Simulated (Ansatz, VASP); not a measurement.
## Ti: VASP beside Ansatz

Contents of INCAR:

```
SYSTEM = Ti
PREC = Accurate
ENCUT = 520
EDIFF = 1E-6
ISMEAR = -1
SIGMA = 0.05
LREAL = .False.
LASPH = .True.
NELM = 60
ALGO = Normal
ISIF = 2
LWAVE = .False.
LCHARG = .False.
GGA = PE
NBANDS = 12
```

The input KPOINTS:

```
regular mesh
0
Gamma
  14 14 14
  0 0 0
```

The input POSCAR:

```
Ti
1.0
   -1.6545625985      1.6545625985      1.6545625985
    1.6545625985     -1.6545625985      1.6545625985
    1.6545625985      1.6545625985     -1.6545625985
Ti
1
Direct
    0.0000000000      0.0000000000      0.0000000000
```

Input for Ansatz:

```yaml
crystal:
  lattice:
    - [-1.6545625985, 1.6545625985, 1.6545625985]
    - [1.6545625985, -1.6545625985, 1.6545625985]
    - [1.6545625985, 1.6545625985, -1.6545625985]
  atoms:
    - { symbol: Ti, position: [0.0, 0.0, 0.0] }
kpoints:
  mp_grid: { grid: [14, 14, 14] }
scf:
  occupations: { method: fermi_dirac, width: 0.05 }
hamiltonian:
  xc: pbe
  pseudopotentials: { kind: all_electron, lapw: { basis_error: 0.00025 } }
output:
  forces: true
  stress: true
  eigenvalues: true
```

Change from the starting cell: volume scaled by 1.025.

Alike in both runs: task single point; functional PBE; k mesh 14 × 14 × 14; occupations fermi-dirac, width 0.05 eV; no spin polarisation.

```csv
,VASP,Ansatz
version,VASP 6.6.1,Ansatz 0.2.0
potentials or method,"VASP PAW PBE potentials, release 64 (Ti_sv)","all-electron LAPW, scalar-relativistic"
plane-wave cutoff (eV),520,see its input
```

```csv
,VASP,Ansatz,Ansatz less VASP
pressure (GPa),-4.9,-4.7,+0.18
```

Ansatz ran all-electron here, so the differences hold the error of VASP's frozen core and of both bases.
